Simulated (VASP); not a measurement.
A run of VASP 6.6.1 is set up as follows.

The input INCAR:

```
SYSTEM = BN
ALGO = Fast
EDIFF = 1E-7
ENCUT = 520
GGA = PE
ISIF = 2
ISMEAR = -1
LASPH = .TRUE.
LCHARG = .FALSE.
LREAL = Auto
LWAVE = .FALSE.
NBANDS = 46
NELM = 100
PREC = Accurate
SIGMA = 0.1551
```

File KPOINTS:

```
k-points
0
G
  6 6 6
  0 0 0
```

POSCAR

```
BN
1.0
   -3.6971181333      3.6971181333      0.0000000000
    0.0000000000      3.6971181333     -3.6971181333
   -3.6971181333      0.0000000000     -3.6971181333
B N
8 8
Direct
    0.9969009310      0.5102525184      0.4996076084
    0.9955944731      0.0108805414      0.5104318663
    0.0223732060      0.4874244431      0.9931810937
    0.9714829950      0.0101521337      0.0033093706
    0.4973859013      0.5022838626      0.4869856470
    0.5136648825      0.0030971223      0.4922030034
    0.5041120090      0.4932152090      0.9890077130
    0.4915301447      0.9788312868      0.0146980434
    0.3601007309      0.8699376445      0.4013772091
    0.3748674755      0.3893278179      0.3632253074
    0.3830308491      0.8731727200      0.8635706720
    0.3902566654      0.3603508634      0.8678223352
    0.8873557710      0.8429775263      0.3959004946
    0.8658960228      0.3806958466      0.3606700086
    0.8732206078      0.9032713374      0.8610193107
    0.8706398001      0.3832474505      0.8945764972
```

Potentials or basis: VASP PAW PBE potentials, release 64 (B, N).

Launch:

```console
$ cat potpaw_PBE.64/B/POTCAR potpaw_PBE.64/N/POTCAR > POTCAR
$ mpirun -np 1 vasp_std > vasp.out
```

Q: Predict the pressure.

A: -15.1 GPa.

Q: What does it give for the largest force?

A: 6.342 eV/Å.

Q: Predict the band gap on the k mesh.

A: 3.54 eV.

Stress tensor (GPa, compression positive):
```
-14.73   0.38  -0.54
  0.38 -16.21  -0.85
 -0.54  -0.85 -14.49
```

Caveat: so large a pressure means that the cell lies far from this level's equilibrium, or that cutoff or potentials fall short; forces of over 1 eV/Å show positions far from the minimum, so gaps and moduli don't describe the material at rest. PBE gaps usually lie below the measured ones, often by a third to a half.
